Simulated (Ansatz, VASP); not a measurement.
This is a calculation of InAs for VASP 6.6.1. 

File INCAR:

```
PREC = Accurate ; ENCUT = 520
EDIFF = 1E-6 ; ISMEAR = 0
SIGMA = 0.03 ; LREAL = False
LASPH = True ; NELM = 100
ALGO = Normal ; ISIF = 2
LWAVE = False ; LCHARG = True
GGA = PE ; LELF = True
LVHAR = True ; NBANDS = 16
```

File KPOINTS:

```
Automatic mesh
0
Gamma
  8 8 8
```

File POSCAR:

```
InAs
1.0
    0.0000000000      3.0180000000      3.0180000000
    3.0180000000      0.0000000000      3.0180000000
    3.0180000000      3.0180000000      0.0000000000
In As
1 1
Direct
    0.0000000000      0.0000000000      0.0000000000
    0.7500000000      0.7500000000      0.7500000000
```

Potentials or basis: VASP PAW PBE potentials, release 64 (In_d, As).

The run is started by

```bash
$ cat potpaw_PBE.64/In_d/POTCAR potpaw_PBE.64/As/POTCAR > POTCAR
$ mpirun -np 1 vasp_std > vasp.out
```

Problem. Set up the same calculation for Ansatz 0.2.0. Potentials or basis there: Ansatz PAW, cutoff 420 eV.

Solution. As run (cutoffs and basis follow the program's own potentials, and thresholds, step limits or extra output files can differ):

Contents of input.yaml:

```yaml
crystal:
  lattice:
    - [0.0, 3.018, 3.018]
    - [3.018, 0.0, 3.018]
    - [3.018, 3.018, 0.0]
  atoms:
    - { symbol: In, position: [0.0, 0.0, 0.0] }
    - { symbol: As, position: [0.75, 0.75, 0.75] }
hamiltonian:
  xc: pbe
  pseudopotentials: { kind: paw }
kpoints:
  mp_grid: { grid: [8, 8, 8] }
scf:
  occupations: { method: gaussian, width: 0.03 }
output:
  forces: true
  stress: true
  eigenvalues: true
```

Potentials or basis: Ansatz PAW.

Run with:

```sh
$ ansatz run input.yaml --threads 2 --pin off --max-ram 5632MiB --backend cpu --events-out ev --progress --plain --runs-dir out
```

Both were run:

|  | VASP | Ansatz |
| --- | --- | --- |
| Pressure | 4.4 GPa | 4.3 GPa |

Ansatz's pressure holds a Pulay term of +0.04 GPa for its cutoff of 420 eV, which the other run lacks.

The potentials hold 18 and 28 valence electrons a cell.

Where Ansatz's input types no cutoff or centring, it takes its own default and a Γ-centred mesh.

Pressure is positive in compression.
